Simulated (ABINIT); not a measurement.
Runs of ABINIT 10.8.3 (patched build) on NiO. It takes space group Fm-3m (No. 225, cubic). Conventional cell: a = 4.172 Å, b = 4.172 Å, c = 4.172 Å, α = 90.00°, β = 90.00°, γ = 90.00°. Ni (site symmetry m-3m) has 6 O at 2.09 Å as nearest neighbours. O (site symmetry m-3m) has 6 Ni at 2.09 Å as nearest neighbours. 

| task | level | potentials or basis | cell | k mesh | cutoff (eV) | bands in the sums | broadening (eV) | scissor shift (eV) | tensor components | cutoff smearing ecutsm (Ha) | gap on the mesh (eV) | pressure (GPa) | moment (μB) |
| --- | --- | --- | --- | --- | --- | --- | --- | --- | --- | --- | --- | --- | --- |
| single point | PBE | PseudoDojo NC SR PBE v0.4.1 standard | as given | 8 × 8 × 8 | 1225 | - | - | - | - | - | none | -2.8 | 0.00 |
| optical spectrum | PBEsol | PseudoDojo NC SR PBEsol v0.4.1 standard | as given | 8 × 8 × 8, with 4 shifts | 1225 | 24 | 0.2 | 0 | [11] | - | - | (b) | 0.00 |
| single point | PBE | PseudoDojo NC SR PBE v0.4.1 standard | cell relaxed | 8 × 8 × 8 | 1333 | - | - | - | - | - | none | 8.3 | 1.85 |
| phonons | PBE | PseudoDojo NC SR PBE v0.4.1 standard | cell relaxed at zero pressure by an earlier run | 6 × 6 × 6, with 4 shifts | 1333 | - | - | - | - | 0.5 | - | (a) | 0.00 |
| single point | PBEsol | PseudoDojo NC SR PBEsol v0.4.1 standard | as given | 8 × 8 × 8 | 1225 | - | - | - | - | - | none | -6.2 | 1.69 |

Alike in all rows: spin collinear, ferromagnetic start; smearing fermi-dirac 0.05 eV.

**Question.** Fill in the values left out.

**Answer.** (a) -0.3; (b) -13.2.

Caveats: small starting moments can end in a higher magnetic state in this program; semilocal functionals often make such compounds metallic where correlation or magnetic order opens a gap, which also shifts bond lengths (some runs); Libxc's GGAs can fail where the two spin gradients oppose each other (some runs); a cell with one magnetic atom can't hold antiferromagnetic order, which such compounds often take (some runs); the intraband (Drude) term is left out (some runs); spectra need much finer meshes, so this one isn't converged (some runs); independent-particle spectra lack excitons (some runs).

A gap of «none» marks a metal or a gap under the smearing width.
